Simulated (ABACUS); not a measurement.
**Al: equation of state with PBE**

**Experimental background.**

“The interpretation of polycrystalline coherent inelastic neutron scattering from aluminium”, 2013, pmc:3831299 quotes, for a bulk crystal of Al: bulk modulus 76.9 GPa.

Crystal: Al.

```
Al
1.0
     0.00000    2.02481    2.02481
     2.02481    0.00000    2.02481
     2.02481    2.02481    0.00000
Al
1
Direct
  0.00000 0.00000 0.00000
```

```yaml
Program: ABACUS 3.10.1
Task: equation of state
Functional: PBE
Potentials_or_basis: Ansatz NC PBE
Cutoff: 1361 eV
Density_cutoff: 5442 eV
Basis: DZP LCAO (the cutoffs set its grid)
k_mesh: 10 × 10 × 10
Occupations: fermi-dirac, width 0.05 eV
Spin: no spin polarisation
Orbital_files: Al Al_confined-atom_8au_2s2p1d.orb
Radial_cutoff_of_the_potentials_pseudo_rcut: 10 bohr
SCF_threshold_on_the_density: 1e-07
Max_SCF_steps: 100
Eigensolver: scalapack_gvx
Mixing: broyden
Mixing_share: 0.7
Symmetry_key: 1
Bands: 6
```

```
Equilibrium volume                      : 16.52 Å³/atom
Bulk modulus                            : 71 GPa
Pressure derivative of the bulk modulus : 5.6 (rough: it moves with the points fitted)
```

Energy against volume, from the lowest point:
| volume (Å³/atom) | energy (meV/atom) |
| --- | --- |
| 15.607 | 11.76 |
| 16.271 | 0.00 |
| 16.935 | 1.41 |
| 17.599 | 12.94 |

All runs of the series together: 14 s on 4 threads of Intel(R) Xeon(R) Platinum 8488C (Sapphire Rapids), with other jobs on the host.

Against the measured bulk modulus of Al, 76.9 GPa (quoted in “The interpretation of polycrystalline coherent inelastic neutron scattering from aluminium”, 2013, pmc:3831299), the calculated 71 GPa is off by -7.3 %. The fit is for a static lattice scaled at fixed shape and fixed fractional positions.

Caveat: the atomic orbitals were generated for these runs and aren't a published set; the basis of atomic orbitals isn't converged, which shifts pressures, moduli and gaps.
